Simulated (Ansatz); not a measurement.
HfO2:

```xyz
12
Lattice="5.5564 0.0000 0.0000 0.0000 3.3336 0.0000 0.0000 0.0000 6.5050" Properties=species:S:1:pos:R:3 pbc="T T T"
Hf    4.1600    2.5002    3.9542
Hf    1.3964    0.8334    2.5508
Hf    1.3818    2.5002    5.8033
Hf    4.1746    0.8334    0.7017
O     3.5533    0.8334    2.7542
O     2.0031    2.5002    3.7508
O     0.7751    0.8334    0.4983
O     4.7813    2.5002    6.0067
O     2.8937    0.8334    5.4736
O     2.6627    2.5002    1.0313
O     0.1155    0.8334    4.2838
O     5.4409    2.5002    2.2212
```

Measurements of this composition are mostly on another form, of space group No. 14.

Base run:

| Item | Value |
| --- | --- |
| Program | Ansatz 0.2.0 |
| Functional | PBEsol |
| Potentials or basis | Ansatz PAW |
| Cutoff | 420 eV (not typed: the program's choice for these potentials) |
| k mesh | 4 × 6 × 3 |
| Occupations | fermi-dirac, width 0.05 eV |
| Spin | no spin polarisation |

Its results: band gap on the k mesh 3.35 eV, direct; pressure -5.8 GPa; largest force 0.021 eV/Å.

Problem. The run is repeated on the same cell with these changes: functional from PBEsol to PBE. What comes out?

Solution. Band gap on the k mesh 3.46 eV, direct; pressure 3.3 GPa; largest force 0.061 eV/Å.

PBE binds less tightly than PBEsol, so the same cell stands under more pressure.

Caveats: spin-orbit coupling is left out, which moves the levels of the heavy elements; the PAW data sets come from PBE, with cores solved anew for the run's functional, which leaves a small shift of forces and pressure (some runs).
